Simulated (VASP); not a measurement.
Set up this calculation in VASP 6.6.1, as the native input.

```
Task                   : single point
Functional             : PBEsol
Potentials or basis    : VASP PAW PBE potentials, release 64 (Cu, Al)
Cutoff                 : 520 eV
k mesh                 : 8 × 8 × 8
Occupations            : fermi-dirac, width 0.05 eV
Spin                   : no spin polarisation
Ladder                 : free
Further INCAR settings : ALGO = Normal; EDIFF = 1e-07; NBANDS = 26
```

The structure of AlCu3 lies in POSCAR:

```
AlCu3
1.0
    0.0000000000      2.8880109880      2.8880109880
    2.8880109880      0.0000000000      2.8880109880
    2.8880109880      2.8880109880      0.0000000000
Cu Al
3 1
Direct
    0.7500000000      0.7500000000      0.7500000000
    0.2500000000      0.2500000000      0.2500000000
    0.5000000000      0.5000000000      0.5000000000
    0.0000000000      0.0000000000      0.0000000000
```

The cell comes from a database or a generator and needn't be the stable form of this composition.

The input as run:

INCAR

```
SYSTEM = AlCu3
PREC     = Accurate       ! precision mode
ENCUT    = 520            ! plane-wave cutoff, eV
EDIFF    = 1E-7           ! SCF threshold, eV
ISMEAR   = -1             ! smearing method
SIGMA    = 0.05           ! smearing width, eV
LREAL    = .FALSE.        ! projectors in reciprocal space
LASPH    = .TRUE.         ! aspherical terms in the spheres
NELM     = 100            ! most SCF steps
ALGO     = Normal         ! electronic algorithm
ISIF     = 2              ! what is computed and relaxed
LWAVE    = .FALSE.        ! write WAVECAR
LCHARG   = .TRUE.         ! write CHGCAR
GGA      = PS             ! functional
LELF     = .TRUE.         ! ELF
LVHAR    = .TRUE.       
NBANDS   = 26             ! bands
```

KPOINTS

```
regular mesh
0
G
  8 8 8
  0 0 0
```

Potentials or basis: VASP PAW PBE potentials, release 64 (Cu, Al).

Command:

```bash
$ cat potpaw_PBE.64/Cu/POTCAR potpaw_PBE.64/Al/POTCAR > POTCAR
$ mpirun -np 1 vasp_std > vasp.out
```

It gave:

```yaml
Pressure: 0.0 GPa
Band_gap_on_the_k_mesh: none (metal or under the smearing width)
```

Caveat: the PAW data sets were made with another functional, which shifts forces and pressure a little.

Run time: 38 s on 1 thread of Intel(R) Xeon(R) Platinum 8488C (Sapphire Rapids), on a shared host, peak memory 0.18 GiB.
